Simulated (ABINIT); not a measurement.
A run of ABINIT 10.8.3 (patched build) is set up as follows.

run.abi

```
# Datasets: one volume each
ndtset 7
getwfk -1
scalecart1 3*0.9795861087
scalecart2 3*0.9864848297
scalecart3 3*0.9932883884
scalecart4 3*1.0000000000
scalecart5 3*1.0066227096
scalecart6 3*1.0131594038
scalecart7 3*1.0196128224

# Pseudopotentials
pp_dirpath "./"
pseudos "As.GGA_PBE-JTH.xml, B.GGA_PBE-JTH.xml"

# Structure
acell 3.3778490937 3.3778490937 3.3778490937 Angstrom
rprim
     0.0000000000     0.7071067812     0.7071067812
     0.7071067812     0.0000000000     0.7071067812
     0.7071067812     0.7071067812     0.0000000000
ntypat 2
znucl 33 5
natom 2
typat 1 2
xred
     0.7500000000     0.7500000000     0.7500000000
     0.0000000000     0.0000000000     0.0000000000

# Plane-wave basis
ecut 15.0
pawecutdg 30.0

# k points
kptopt 1
ngkpt 10 10 10
nshiftk 1
shiftk 0.0 0.0 0.0

# Exchange and correlation
ixc 14
vdw_xc 6

# Bands and occupations
nband 13
occopt 3
tsmear 0.00183747

# SCF cycle
nstep 100
tolvrs 1.0e-9

# Output
iomode 3
prtwf 1
prtden 0
prteig 0
prtebands 0
enunit 1
```

Potentials or basis: JTH PAW PBE v2.0.

Run with:

```bash
$ abinit run.abi > log 2>&1
```

Q: What does it give for the equilibrium volume?

A: 13.71 Å³/atom.

Q: Predict the pressure derivative of the bulk modulus.

A: 4.3.

Q: Predict the bulk modulus.

A: 132 GPa.

Energy against volume, from the lowest point:
```tsv
volume (Å³/atom)	energy (meV/atom)
12.809	27.48
13.081	12.83
13.354	3.85
13.626	0.00
13.899	0.79
14.171	5.68
14.444	14.34
```

Caveat: pressures at fixed basis lie under the slope of the energies; the PAW data sets were made with another functional, which shifts forces and pressure a little.

**The experiment to reproduce.**

From “Basic Physical Properties of Cubic Boron Arsenide”, 2019, arxiv:1911.11281, for a bulk crystal of BAs: bulk modulus 148 GPa.

A measured bulk modulus of BAs is 148 GPa (quoted in “Basic Physical Properties of Cubic Boron Arsenide”, 2019, arxiv:1911.11281); the calculated 132 GPa misses it by -11.0 %. The fit is for a static lattice scaled at fixed shape and fixed fractional positions.
